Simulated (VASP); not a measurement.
# NiO (Fm-3m) in VASP: further runs

The runs below take NiO through elastic constants, with PBEsol, PBE+U, PBE, LDA.

Everything below comes from runs of VASP 6.6.1. Logs are shortened: lines on timing, memory, paths and dates and some standing lists are left out, and cuts for length are marked.

## 1. The structure

Symmetry: Fm-3m, No. 225, cubic system. Conventional cell: a = 4.180 Å, b = 4.180 Å, c = 4.180 Å, α = 90.00°, β = 90.00°, γ = 90.00°. Ni (site symmetry m-3m) has 6 O at 2.09 Å as nearest neighbours. O (site symmetry m-3m) has 6 Ni at 2.09 Å as nearest neighbours.

The cell was built by a generator and needn't be a form met in nature.

## 2. Elastic constants, PBEsol, collinear spin, antiferromagnetic start

POSCAR reads:

```
NiO
1.0
    4.1800000000      2.0900000000      2.0900000000
    2.0900000000      4.1800000000      2.0900000000
    2.0900000000      2.0900000000      4.1800000000
Ni O
2 2
Direct
    0.0000000000      0.0000000000      0.0000000000
    0.5000000000      0.5000000000      0.5000000000
    0.2500000000      0.2500000000      0.2500000000
    0.7500000000      0.7500000000      0.7500000000
```

INCAR.step1 reads:

```
PREC = Accurate
ENCUT = 600
EDIFF = 1E-8
ISMEAR = 0
SIGMA = 0.15
LREAL = False
LASPH = True
NELM = 150
ALGO = Fast
ISIF = 3
LWAVE = False
LCHARG = False
ISPIN = 2
MAGMOM = 2 -2 0 0
LORBIT = 11
LMAXMIX = 4
GGA = PS
IBRION = 2
NSW = 40
EDIFFG = -0.002
KPAR = 4
```

INCAR.step2 reads:

```
PREC = Accurate
ENCUT = 600
EDIFF = 1E-8
ISMEAR = 0
SIGMA = 0.15
LREAL = False
LASPH = True
NELM = 150
ALGO = Fast
ISIF = 3
LWAVE = False
LCHARG = False
ISPIN = 2
MAGMOM = 2 -2 0 0
LORBIT = 11
LMAXMIX = 4
GGA = PS
IBRION = 6
NFREE = 2
POTIM = 0.015
NSW = 1
KPAR = 4
```

KPOINTS reads:

```
regular mesh
0
Gamma
  7 7 7
```

Potentials or basis: VASP PAW PBE potentials, release 64 (Ni, O).

On the command line:

```bash
$ cat potpaw_PBE.64/Ni/POTCAR potpaw_PBE.64/O/POTCAR > POTCAR
$ cp INCAR.step1 INCAR
$ mpirun -np 4 vasp_std > vasp.out
$ cp CONTCAR POSCAR
$ cp INCAR.step2 INCAR
$ mpirun -np 4 vasp_std > vasp.out
```

OUTCAR:

```text
PREC = Accurate
   ENCUT = 600
   EDIFF = 1E-8
   ISMEAR = 0
   LREAL = False
   LASPH = True
   NELM = 150
   ISIF = 3
   ISPIN = 2
   LORBIT = 11
   GGA = PS
   IBRION = 6
   NFREE = 2
   POTIM = 0.015
   NSW = 1

 ion  position               nearest neighbor table
   1  0.000  0.000  0.000-   4 2.06   4 2.06   4 2.06   3 2.06   3 2.06   3 2.06   2 2.90   2 2.90
                             2 2.90   2 2.90   2 2.90   2 2.90
   2  0.500  0.500  0.500-   3 2.06   3 2.06   3 2.06   4 2.06   4 2.06   4 2.06   1 2.90   1 2.90
                             1 2.90   1 2.90   1 2.90   1 2.90
   3  0.250  0.250  0.250-   1 2.06   1 2.06   1 2.06   2 2.06   2 2.06   2 2.06
   4  0.750  0.750  0.750-   2 2.06   2 2.06   2 2.06   1 2.06   1 2.06   1 2.06

  LATTYP: Found a trigonal (rhomboedric) cell.
 ALAT       =     5.0170570088
 COS(alpha) =     0.8304616330

  Lattice vectors:

 A1 = (   4.1051808143,   2.0394057359,   2.0394057359)
 A2 = (   2.0394057359,   4.1051808143,   2.0394057359)
 A3 = (   2.0394057359,   2.0394057359,   4.1051808143)

Analysis of symmetry for initial positions (statically):
=====================================================================
 Subroutine PRICEL returns following result:

  LATTYP: Found a trigonal (rhomboedric) cell.
 ALAT       =     2.9028311344
 COS(alpha) =     0.4935663874
[... 12 lines left out ...]
 Subroutine GETGRP returns: Found 12 space group operations
 (whereof 12 operations were pure point group operations)
 out of a pool of 12 trial point group operations.

The static configuration has the point symmetry D_3d.

Analysis of symmetry for dynamics (positions and initial velocities):
=====================================================================
 Subroutine PRICEL returns following result:

  LATTYP: Found a trigonal (rhomboedric) cell.
 ALAT       =     2.9028311344
 COS(alpha) =     0.4935663874
[... 12 lines left out ...]
 Subroutine GETGRP returns: Found 12 space group operations
 (whereof 12 operations were pure point group operations)
 out of a pool of 12 trial point group operations.

The dynamic configuration has the point symmetry D_3d.

Analysis of structural, dynamic, and magnetic symmetry:
=====================================================================
 Subroutine PRICEL returns following result:

  LATTYP: Found a trigonal (rhomboedric) cell.
 ALAT       =     2.9028311344
 COS(alpha) =     0.4935663874
[... 12 lines left out ...]
 Subroutine GETGRP returns: Found 12 space group operations
 (whereof 12 operations were pure point group operations)
 out of a pool of 12 trial point group operations.

The overall configuration has the point symmetry D_3d.

 Subroutine INISYM returns: Found 12 space group operations
 (whereof 12 operations are pure point group operations),
 and found     2 'primitive' translations

----------------------------------------------------------------------------------------

                                     Primitive cell

  volume of cell :      17.4623

  direct lattice vectors                    reciprocal lattice vectors
     2.052590407  2.052590407 -0.013184671     0.242819771  0.242819771 -0.241260035
    -0.013184671  2.052590407  2.052590407    -0.241260035  0.242819771  0.242819771
     2.052590407 -0.013184671  2.052590407     0.242819771 -0.241260035  0.242819771

  length of vectors
     2.902831134  2.902831134  2.902831134     0.419677599  0.419677599  0.419677599

  position of ions in fractional coordinates (direct lattice)
     0.000000000  0.000000000  0.000000000
     0.500000000  0.500000000  0.500000000

  ion indices of the primitive-cell ions
   primitive index   ion index
                 1           1
                 2           3

----------------------------------------------------------------------------------------
[... 132 lines left out ...]
  in kB        0.4915195      0.4915195      0.4915195      0.0012762      0.0012762      0.0012762
  external PRESSURE =       0.4915195 kB  Pullay stress =       0.0000000 kB
[... 99 lines left out ...]
  FREE ENERGIE OF THE ION-ELECTRON SYSTEM (eV)
  ---------------------------------------------------
  free  energy   TOTEN  =       -25.2994609120 eV

  energy  without entropy=      -25.2994591426  energy(sigma->0) =      -25.29946003

[... ionic steps 4 to 14 ...]

--------------------------------------- Ionic step       15  -------------------------------------------

 number of electron      32.0000001 magnetization      -0.0000000

 number of electron      32.0000001 magnetization       0.0000000
[... 73 lines left out ...]
--------------------------------------- Ionic step       17  -------------------------------------------

 number of electron      31.9999999 magnetization       0.0000005

 Free energy of the ion-electron system (eV)
  ---------------------------------------------------
  ext. energy  EPLUGINS =         0.00000000
  ---------------------------------------------------
  free energy    TOTEN  =       -25.30913717 eV

  energy without entropy =      -25.30913520  energy(sigma->0) =      -25.30913619

 E-fermi :   8.3091     XC(G=0): -13.1874

 val. band max:        7.8941722353   @ k =   0.4286   0.4286   0.2857
 cond. band min:       8.7178098749   @ k =  -0.4286   0.2857   0.2857
 fundamental gap:      0.8236376396
 Fermi energy:         8.3090937045

 spin component 1

 k-point     1 :       0.0000    0.0000    0.0000
  band No.  band energies     occupation
      1     -12.2410      1.00000
      2     -10.6648      1.00000
      3      -0.1660      1.00000
      4       2.5433      1.00000
      5       2.5498      1.00000
      6       5.2955      1.00000
[... 541 lines left out ...]
     19      13.7228      0.00000
     20      15.9382      0.00000

 [... further k-points ...]

 spin component 2

 k-point     1 :       0.0000    0.0000    0.0000
  band No.  band energies     occupation
      1     -12.2419      1.00000
      2     -10.6654      1.00000
      3      -0.1664      1.00000
      4       2.5317      1.00000
      5       2.5388      1.00000
      6       5.2940      1.00000
[... 574 lines left out ...]
  FREE ENERGIE OF THE ION-ELECTRON SYSTEM (eV)
  ---------------------------------------------------
  free  energy   TOTEN  =       -25.3091371709 eV

  energy  without entropy=      -25.3091352008  energy(sigma->0) =      -25.30913619

 INTERNAL STRAIN TENSORS FROM STRAINED CELLS
 ============================================

 INTERNAL STRAIN TENSOR FOR ION    1 for displacements in x,y,z  (eV/Angst):
          X           Y           Z          XY          YZ          ZX
  --------------------------------------------------------------------------------
  x     0.00000     0.00000     0.00000     0.00000    -0.00000     0.00000
  y     0.00000     0.00000    -0.00000    -0.00000     0.00000    -0.00000
  z     0.00000    -0.00000     0.00000    -0.00000    -0.00000     0.00000

 INTERNAL STRAIN TENSORS FROM DISPLACED ATOMS
 ============================================

 INTERNAL STRAIN TENSOR FOR ION    1 for displacements in x,y,z  (eV/Angst):
          X           Y           Z          XY          YZ          ZX
  --------------------------------------------------------------------------------
  x     0.00000     0.00000     0.00000     0.00000     0.00000     0.00000
  y     0.00000     0.00000     0.00000     0.00000     0.00000     0.00000
  z     0.00000     0.00000     0.00000     0.00000     0.00000     0.00000

 INTERNAL STRAIN TENSOR FOR ION    4 for displacements in x,y,z  (eV/Angst):
          X           Y           Z          XY          YZ          ZX
  --------------------------------------------------------------------------------
  x     0.00000     0.00000     0.00000     0.00000     0.00000     0.00000
  y     0.00000     0.00000     0.00000     0.00000     0.00000     0.00000
  z     0.00000     0.00000     0.00000     0.00000     0.00000     0.00000

 Eigenvectors and eigenvalues of the dynamical matrix
 ----------------------------------------------------

   1 f  =   13.001648 THz    81.691765 2PiTHz  433.688304 cm-1    53.770472 meV
             X         Y         Z           dx          dy          dz
      0.000000  0.000000  0.000000    -0.000000    0.000000    0.000000
      4.091996  4.091996  4.091996    -0.000000    0.000000    0.000000
      2.045998  2.045998  2.045998    -0.408248   -0.408248   -0.408248
      6.137994  6.137994  6.137994     0.408248    0.408248    0.408248
[... 71 lines left out ...]
  12 f/i=    0.003847 THz     0.024169 2PiTHz    0.128309 cm-1     0.015908 meV
             X         Y         Z           dx          dy          dz
      0.000000  0.000000  0.000000    -0.361963   -0.361963   -0.361963
      4.091996  4.091996  4.091996    -0.361963   -0.361963   -0.361963
      2.045998  2.045998  2.045998    -0.188811   -0.188811   -0.188811
      6.137994  6.137994  6.137994    -0.188811   -0.188811   -0.188811

--------------------------------------------------------------------------------------------------------

 ELASTIC MODULI CONTR FROM IONIC RELAXATION (kBar)
 Direction    XX          YY          ZZ          XY          YZ          ZX
 --------------------------------------------------------------------------------
 XX           0.0000      0.0000      0.0000      0.0000      0.0000      0.0000
 YY           0.0000      0.0000      0.0000      0.0000      0.0000      0.0000
 ZZ           0.0000      0.0000      0.0000      0.0000      0.0000      0.0000
 XY           0.0000      0.0000      0.0000      0.0000      0.0000      0.0000
 YZ           0.0000      0.0000      0.0000      0.0000      0.0000      0.0000
 ZX           0.0000      0.0000      0.0000      0.0000      0.0000      0.0000
 --------------------------------------------------------------------------------

 TOTAL ELASTIC MODULI (kBar)
 Direction    XX          YY          ZZ          XY          YZ          ZX
 --------------------------------------------------------------------------------
 XX        3973.8025   1381.6061   1381.6061    -18.2123    -12.9413    -18.2074
 YY        1381.6061   3973.8025   1381.6061    -18.2074    -18.2123    -12.9413
 ZZ        1381.6061   1381.6061   3973.8025    -12.9413    -18.2074    -18.2123
 XY         -18.2123    -18.2074    -12.9413    536.2925      0.0025      0.0025
 YZ         -12.9413    -18.2123    -18.2074      0.0025    536.2925      0.0025
 ZX         -18.2074    -12.9413    -18.2123      0.0025      0.0025    536.2925
 --------------------------------------------------------------------------------

 total charge

# of ion       s       p       d       tot
------------------------------------------
    1        0.348   0.441   8.310   9.099
    2        0.348   0.441   8.310   9.099
    3        1.554   3.405   0.000   4.959
    4        1.554   3.405   0.000   4.959
--------------------------------------------------
tot          3.804   7.692  16.621  28.117

 magnetization (x)

# of ion       s       p       d       tot
------------------------------------------
    1       -0.011  -0.015   1.287   1.262
    2        0.011   0.015  -1.287  -1.262
    3        0.000   0.000   0.000   0.000
    4        0.000   0.000   0.000   0.000
--------------------------------------------------
tot          0.000   0.000   0.000   0.000
```

Wall time 27 min (4 MPI ranks of AMD EPYC 9R45 (Zen 5), shared host); peak memory 0.57 GiB.

What came out:

```
Relaxed volume                                          : 8.73 Å³/atom
Relaxed cell                                            : a = 5.017 Å, b = 5.017 Å, c = 5.017 Å, α = 33.85°, β = 33.85°, γ = 33.85°
Space group after relaxing (to 0.05 Å)                  : Fm-3m (No. 225)
Net moment                                              : 0.00 μB per cell
Site moments                                            : Ni +1.26, -1.26; O +0.00 μB
Valence electrons inside the program's atomic spheres   : Ni 9.10; O 4.96
Elastic constants C11, C12, C44                         : 397, 138, 54 GPa
Voigt bulk modulus                                      : 225 GPa
Highest phonon frequency at Γ, LO-TO splitting left out : 434 cm⁻¹
```

Step by step:
```csv
step,energy change (eV),largest force (eV/Å),pressure (GPa),volume (Å³)
1,0.0000,0.0000,-9.00,36.52
2,-0.0233,0.0000,7.39,33.87
3,-0.0468,0.0000,-0.01,34.93
4,-0.0467,0.0000,0.19,34.90
5,-0.0470,0.0000,0.19,34.90
6,-0.0473,0.0000,0.19,34.89
7,-0.0472,0.0000,-0.29,34.97
8,-0.0473,0.0000,0.00,34.92
```

Final structure:
```cif
data_structure
_symmetry_space_group_name_H-M 'P 1'
_symmetry_Int_Tables_number 1
_cell_length_a 5.0171
_cell_length_b 5.0171
_cell_length_c 5.0171
_cell_angle_alpha 33.854
_cell_angle_beta 33.854
_cell_angle_gamma 33.854
_cell_volume 34.92
loop_
_atom_site_label
_atom_site_type_symbol
_atom_site_fract_x
_atom_site_fract_y
_atom_site_fract_z
_atom_site_occupancy
Ni1 Ni 0.00000 0.00000 0.00000 1
Ni2 Ni 0.50000 0.50000 0.50000 1
O1 O 0.25000 0.25000 0.25000 1
O2 O 0.75000 0.75000 0.75000 1
```

Phonon frequencies in cm⁻¹ (negative: imaginary):
| q point | frequencies |
| --- | --- |
| (0.000, 0.000, 0.000) | 0 0 0 192 192 276 276 280 328 376 376 434 |

Elastic tensor in Voigt notation (GPa, in the Cartesian axes of the cell as first typed):
```
397 138 138  -1  -2  -2
138 397 138  -2  -1  -2
138 138 397  -2  -2  -1
 -1  -2  -2  54   0   0
 -2  -1  -2   0  54   0
 -2  -2  -1   0   0  54
```

Clamped-ion elastic tensor (GPa):
```
397 138 138  -1  -2  -2
138 397 138  -2  -1  -2
138 138 397  -2  -2  -1
 -1  -2  -2  54   0   0
 -2  -1  -2   0  54   0
 -2  -2  -1   0   0  54
```

Caveat: the PAW data sets were made with another functional, which shifts forces and pressure a little.

(Part 1 of 3 ends here.)
